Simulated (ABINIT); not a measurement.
Input of an ABINIT 10.8.3 (patched build) run:

The input run.abi:

```
# Datasets: one volume each
ndtset 7
getwfk -1
scalecart1 3*0.9795861087
scalecart2 3*0.9864848297
scalecart3 3*0.9932883884
scalecart4 3*1.0000000000
scalecart5 3*1.0066227096
scalecart6 3*1.0131594038
scalecart7 3*1.0196128224

# Pseudopotentials
pp_dirpath "./"
pseudos "Pb.GGA_PBE-JTH.xml"

# Structure
acell 3*1.0 Angstrom
rprim
     0.0000000000     2.4750200000     2.4750200000
     2.4750200000     0.0000000000     2.4750200000
     2.4750200000     2.4750200000     0.0000000000
ntypat 1
znucl 82
natom 1
typat 1
xred
     0.0000000000     0.0000000000     0.0000000000

# Plane-wave basis
ecut 17.0
pawecutdg 34.0

# k points
kptopt 1
ngkpt 9 9 9
nshiftk 1
shiftk 0.0 0.0 0.0

# Exchange and correlation
ixc 11
vdw_xc 7

# Bands and occupations
nband 11
occopt 3
tsmear 0.00183747

# SCF cycle
nstep 100
tolvrs 1.0e-9

# Output
iomode 3
prtwf 1
prtden 0
prteig 0
prtebands 0
enunit 2
```

Potentials or basis: JTH PAW PBE v2.0.

Command:

```console
$ abinit run.abi > log 2>&1
```

Task: Predict the equilibrium volume.

Result: 30.36 Å³/atom (rough: see the caveat).

Task: Predict the bulk modulus.

Result: 48 GPa (rough).

Energy against volume, from the lowest point:
| volume (Å³/atom) | energy (meV/atom) |
| --- | --- |
| 28.503 | 20.29 |
| 29.110 | 8.13 |
| 29.716 | 2.51 |
| 30.323 | 0.00 |
| 30.929 | 1.11 |
| 31.535 | 6.11 |
| 32.142 | 13.17 |

Caveat: the cutoff is too short for stress, so the log's stress isn't used; pressures at fixed basis lie under the slope of the energies; the fit is doubtful: noisy points or a state that changes with volume. The run has no spin-orbit coupling, so splittings on Pb are missing.
